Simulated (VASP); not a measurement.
Crystal: SnGe7.

```
Sn Ge
1.0
     0.00000    5.75893   -5.75893
     5.75893    5.75893    0.00000
     5.75893    0.00000   -5.75893
Sn Ge
2 14
Cartesian
  2.8795 2.8795 -5.7589
  5.7589 5.7589 -5.7589
  2.8795 0.0000 -2.8795
  5.7589 2.8795 -2.8795
  0.0000 2.8795 -2.8795
  2.8795 5.7589 -2.8795
  0.0000 0.0000 0.0000
  2.8795 2.8795 0.0000
  4.3192 4.3192 -4.3192
  7.1987 7.1987 -4.3192
  4.3192 7.1987 -7.1987
  7.1987 10.0781 -7.1987
  7.1987 4.3192 -7.1987
  10.0781 7.1987 -7.1987
  7.1987 7.1987 -10.0781
  10.0781 10.0781 -10.0781
```

The cell was built by a generator and needn't be a form met in nature.

```yaml
Program: VASP 6.6.1
Task: relaxation of cell and atoms
Functional: PBEsol
Potentials_or_basis: VASP PAW PBE potentials, release 64 (Sn_d, Ge_d)
Cutoff: 600 eV
k_mesh: 6 × 6 × 6
Occupations: gaussian, width 0.03 eV
Spin: no spin polarisation
```

At the start: pressure 1.6 GPa; volume 23.87 Å³/atom.

Problem. How do energy, volume and symmetry change on relaxing?

Solution. Over 10 steps the energy falls by 26.8 meV/atom and the volume is 24.28 Å³/atom (+1.7 %); space group Amm2 (No. 38, to 0.05 Å).

The path:
| step | energy change (eV) | largest force (eV/Å) | pressure (GPa) | volume (Å³) |
| --- | --- | --- | --- | --- |
| 1 | 0.0000 | 1.5541 | 1.64 | 381.99 |
| 2 | -0.3752 | 0.4296 | -1.02 | 395.68 |
| 3 | -0.3772 | 0.3497 | -1.17 | 396.80 |
| 4 | -0.4268 | 0.0586 | 0.02 | 388.13 |
| 5 | -0.4269 | 0.0574 | 0.06 | 388.24 |
| 6 | -0.4269 | 0.0551 | 0.03 | 388.49 |
| 7 | -0.4280 | 0.0374 | 0.01 | 388.54 |
| 8 | -0.4280 | 0.0336 | -0.02 | 388.56 |
| 9 | -0.4284 | 0.0119 | 0.00 | 388.41 |
| 10 | -0.4284 | 0.0094 | 0.03 | 388.41 |

Final structure:
```cif
data_structure
_symmetry_space_group_name_H-M 'P 1'
_symmetry_Int_Tables_number 1
_cell_length_a 8.1922
_cell_length_b 8.1789
_cell_length_c 8.1922
_cell_angle_alpha 60.054
_cell_angle_beta 59.987
_cell_angle_gamma 60.054
_cell_volume 388.41
loop_
_atom_site_label
_atom_site_type_symbol
_atom_site_fract_x
_atom_site_fract_y
_atom_site_fract_z
_atom_site_occupancy
Sn1 Sn 0.50044 0.99956 0.50044 1
Sn2 Sn 0.50044 0.49956 0.50044 1
Ge1 Ge 0.00028 0.00012 0.49949 1
Ge2 Ge 0.00028 0.50012 0.49949 1
Ge3 Ge 0.49949 0.00012 0.00028 1
Ge4 Ge 0.49949 0.50012 0.00028 1
Ge5 Ge 0.00045 0.99955 0.00045 1
Ge6 Ge 0.00045 0.49955 0.00045 1
Ge7 Ge 0.36546 0.38454 0.36546 1
Ge8 Ge 0.36546 0.88454 0.36546 1
Ge9 Ge 0.88843 0.37076 0.37006 1
Ge10 Ge 0.88843 0.87076 0.37006 1
Ge11 Ge 0.37006 0.37076 0.88843 1
Ge12 Ge 0.37006 0.87076 0.88843 1
Ge13 Ge 0.87539 0.37461 0.87539 1
Ge14 Ge 0.87539 0.87461 0.87539 1
```

Caveat: the PAW data sets were made with another functional, which shifts forces and pressure a little.
